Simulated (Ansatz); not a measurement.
MgO: do energies and stresses tell the same story?

Theory: DFT PBEsol, scalar-relativistic, plane waves, PAW (Ansatz 0.2.0).

Plane waves to 420 eV, a k mesh through Γ of 10×10×10 on the computed 2-atom cell and Gaussian smearing (0.02 eV); no spin polarisation.

Relaxed cell: Fm-3m, a = 4.214 Å, b = 4.214 Å, c = 4.214 Å, α = 90.00°, β = 90.00°, γ = 90.00°, 2 atoms in the primitive cell.

Energies at zero smearing and pressures from the stress tensor, at volumes with shape and atoms relaxed:
| V (Å³/atom) | E − E(first) (meV/atom) | P (GPa) |
| --- | --- | --- |
| 8.233 | 0.00 | 26.19 |
| 8.514 | -38.55 | 18.03 |
| 8.794 | -63.84 | 11.05 |
| 9.075 | -77.93 | 5.09 |
| 9.356 | -82.20 | -0.02 |
| 9.636 | -78.20 | -4.39 |
| 9.917 | -67.19 | -8.15 |
| 10.291 | -43.09 | -12.34 |

Q: Check P = −dE/dV between neighbouring volumes, and get the bulk modulus from the pressures alone.

A: With 1 eV/Å³ = 160.2 GPa:
```
middle V (Å³/atom)  −ΔE/ΔV (GPa) mean P (GPa)
             8.373        22.005        22.107
             8.654        14.435        14.537
             8.935         8.046         8.071
             9.215         2.438         2.539
             9.496        -2.287        -2.202
             9.777        -6.284        -6.266
            10.104       -10.316       -10.241
```

The two differ by 0.10 GPa at most. The mean of two end pressures misses the average over a step by about ΔV² P″/12, up to 0.11 GPa here; with that taken off 0.05 GPa remains, from the finite cutoff, the mesh or the relaxation's tolerance. Around V = 9.356 Å³/atom, the two neighbours give B = −V ΔP/ΔV = 9.356 × 9.48 / 0.561 = 158.0 GPa, against B0 = 157.4 GPa from the Birch–Murnaghan fit of the energies.